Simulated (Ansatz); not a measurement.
Runs of Ansatz 0.2.0 on K. It takes space group Im-3m (No. 229, cubic). Conventional cell: a = 5.395 Å, b = 5.395 Å, c = 5.395 Å, α = 90.00°, β = 90.00°, γ = 90.00°. 

| task | level | potentials or basis | cell | cutoff (eV) | smearing | basis error allowed | pressure (GPa) | relaxed volume (Å³/atom) |
| --- | --- | --- | --- | --- | --- | --- | --- | --- |
| band structure | PBE | all-electron LAPW, scalar-relativistic | as given | 52 | fermi-dirac 0.05 eV | 0.001 eV/atom | -0.2 | - |
| electron localisation function | revPBE+D3(BJ) | all-electron PAW datasets made for the crystal | as given | 180 | gaussian 0.05 eV | - | -0.3 | - |
| relaxation of cell and atoms | revPBE+D3(BJ) | all-electron LAPW, scalar-relativistic | relaxed | - | fermi-dirac 0.05 eV | 0.001 eV/atom | 0.0 | 70.95 |
| relaxation of cell and atoms | revPBE | all-electron LAPW, scalar-relativistic | relaxed | - | fermi-dirac 0.05 eV | 0.001 eV/atom | 0.0 | (a) |
| band structure | PBEsol | all-electron PAW datasets made for the crystal | as given | 180 | fermi-dirac 0.05 eV | - | -0.3 | - |

Alike in all rows: no spin polarisation; k mesh 7 × 7 × 7.

**Question.** Fill in the values left out.

**Answer.** (a) 78.52.

Caveats: pairwise dispersion overbinds metals, which lowers pressure and volume (some runs).

Not every run made on this cell is shown here.
